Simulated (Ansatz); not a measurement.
# Spin–orbit splittings in CuCl

```yaml
crystal:
  lattice:
    - [0.00000, 2.71010, 2.71010]
    - [2.71010, 0.00000, 2.71010]
    - [2.71010, 2.71010, 0.00000]
  atoms:
    - { symbol: Cu, position: [0.00000, 0.00000, 0.00000] }
    - { symbol: Cl, position: [0.75000, 0.75000, 0.75000] }
```

Atoms are numbered in the order listed.

The conventional cell has a = 5.420 Å, b = 5.420 Å, c = 5.420 Å, α = 90.00°, β = 90.00°, γ = 90.00°. Cu (atom 1) is surrounded by 4 Cl at 2.35 Å. Cl (atom 2) is surrounded by 4 Cu at 2.35 Å.

The cell is COD entry 9013925, as deposited and not checked against the literature; nothing was relaxed.

Levels of theory: DFT, PBE, all-electron LAPW, scalar-relativistic (Ansatz 0.2.0); DFT, PBE, all-electron LAPW, Dirac equation with spin-orbit coupling (Ansatz 0.2.0).

Sampling and basis: a Γ-centred 13×13×13 k mesh, Fermi–Dirac smearing of 0.05 eV, basis error target 0.25 meV/atom, no spin polarisation.

Levels between -4 and 3 eV, each run counted from its own valence-band top. Scalar levels are listed once for both spins; with the coupling every spinor state is counted. Levels near the edges of the range can cross them.

Task: At Γ (0.000, 0.000, 0.000) the scalar-relativistic levels are -1.47 (×2), 0.00 (×3), 0.53. What are they with spin–orbit coupling?

Result: -1.55 (×4), -0.09 (×4), 0.00 (×2), 0.46 (×2).

Task: At L (0.000, 0.000, 0.500) the scalar-relativistic levels are -1.40 (×2), -1.34, -0.56 (×2), 2.87. What are they with spin–orbit coupling?

Result: -1.60 (×2), -1.44 (×2), -1.33 (×2), -0.68 (×2), -0.55 (×2), 2.81 (×2).

Task: At K (-0.375, 0.000, 0.375) the scalar-relativistic levels are -1.69, -1.40, -1.32, -1.01, -0.87. What are they with spin–orbit coupling?

Result: -1.87, -1.71, -1.55, -1.43, -1.39, -1.31, -1.22, -0.97, -0.95, -0.85.

Task: Without the coupling the gap is 0.53 eV, direct at Γ. And with it?

Result: 0.46 eV, direct at Γ.
